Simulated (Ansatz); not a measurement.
**What uniaxial stress, 1 GPa compression along z does to CsPbI3**

Start from CsPbI$_{3}$ in the cubic perovskite structure (space group Pm-3m, No. 221; a = 6.333 Å). Axes: x, y, z lie along the cube axes.

The change: uniaxial stress, 1 GPa compression along z, with the cell and atoms free to relax against it.

Calculations: r2SCAN/PAW in Ansatz (an electronic-structure program), spin-orbit coupling left out. k-mesh 5×5×5 (Γ-centred); smearing 0.05 eV (Fermi–Dirac).

| quantity | base | changed | shift |
|---|---|---|---|
| space group | Pm-3m (No. 221) | P4/mmm (No. 123) | – |
| shortest interatomic distance | 3.166 Å | 3.094 Å | -0.072 Å |
| energy relative to the base (free energy F) | 0 meV/atom | +3.5 meV/atom | +3.5 meV/atom |
| band gap | 1.70 eV | 1.57 eV | -0.13 eV |
| gap character | – | direct at A | – |
| hole mass | 0.15 mₑ (at R) | 0.12 mₑ along z, 0.15 mₑ across (at R) | – |
| strain response (xx, yy, zz) | – | (+0.27, +0.27, −2.27) % | – |

Final structure:

```
CELL_PARAMETERS angstrom
      6.34976     0.00000     0.00000
      0.00000     6.34976     0.00000
      0.00000     0.00000     6.18889
ATOMIC_POSITIONS crystal
  Cs 0.00000 0.00000 0.00000
  Pb 0.50000 0.50000 0.50000
  I  0.00000 0.50000 0.50000
  I  0.50000 0.50000 0.00000
  I  0.50000 0.00000 0.50000
```

Cost of the whole job for the changed cell (relaxation, final SCF and bands): roughly 5 core-minutes.

Spin-orbit coupling, missing from the scalar runs, can matter with I and Pb. Masses are band curvatures over ±0.01 Å⁻¹ around the edge. Beyond what the load breaks, stability against distortions was not tested. Many cubic perovskites are stable only at high temperature; tilts and polar distortions were not tested. This is not the structure that CsPbI3 has at room temperature and ambient pressure. k-point labels follow each cell's own Brillouin zone.
